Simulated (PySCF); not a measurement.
Isomers of C5H8O2. Method: TDDFT PBE0/def2-SVPD, vertical, gas phase, core orbitals frozen in the response in PySCF 2.14.0, density-fitted response routines. Geometries: GFN2-xTB; one conformer of each isolated species. Triplets are in the Tamm–Dancoff approximation.

A. `CC(COC=C)=O`
B. `C=CCC(=O)OC`
C. `C=C(C)C(=O)OC`
D. `C1OCC12COC2`

Lowest singlet levels (six at most, fewer where fewer were computed) with oscillator strengths:

1. 211 nm (f 0.012); 182 nm (f 0.050); 172 nm (f 0.085); 168 nm (f 0.024); 159 nm (f 0.014); 157 nm (f 0.095); T1 4.45 eV
2. 187 nm (f 0.001 summed over 2 states); 178 nm (f 0.073 summed over 2 states); 162 nm (f 0.000); 160 nm (f 0.000); 159 nm (f 0.000) [of 8 roots; the last level is left out, as the window may have cut its degenerate partner]; T1 6.35 eV
3. 273 nm (f 0.000); 225 nm (f 0.002); 186 nm (f 0.040); 176 nm (f 0.013); 173 nm (f 0.008); 172 nm (f 0.002); T1 3.94 eV
4. 248 nm (f 0.000); 205 nm (f 0.220); 185 nm (f 0.140); 173 nm (f 0.000); 169 nm (f 0.003); 161 nm (f 0.018); T1 3.69 eV

Task: Which spectrum belongs to which structure?

Result: 1 = B, 2 = D, 3 = A, 4 = C.
- A: S1 at 4.54 eV, HOMO-1→LUMO (99%); S1 has the pattern of n→π* at C=O; HOMO -7.20 and LUMO -0.70 eV.
- B: S1 at 5.87 eV, HOMO→LUMO (39%), HOMO-1→LUMO (33%), HOMO→LUMO+1 (14%); Löwdin shares by element: HOMO carbon 66% or more, oxygen 15% or more (atoms not listed hold the other 19%); LUMO carbon 55% or more, oxygen 15% or more (atoms not listed hold the other 31%); HOMO -7.65 and LUMO -0.15 eV.
- C: S1 at 5.00 eV, HOMO-1→LUMO (96%); Löwdin shares by element: HOMO carbon 72% or more, oxygen 11% or more (atoms not listed hold the other 16%); LUMO carbon 64% or more, oxygen 14% or more (atoms not listed hold the other 22%); HOMO -7.79 and LUMO -1.24 eV.
- D: S1 at 6.64 eV, HOMO-1/HOMO→LUMO+1 (≥91%); Löwdin shares by element: HOMO (one of a set within 0.03 eV) oxygen 56%, carbon 11% or more (atoms not listed hold the other 32%); LUMO (one of a set within 0.03 eV) carbon 46% or more (atoms not listed hold the other 54%); HOMO -7.52 and LUMO 0.54 eV; point group D2d, 3 of its 7 listed states under f = 0.0005.

A slash joins orbitals within 0.01 eV of each other, whose weights are summed (≥ marks a lower bound).
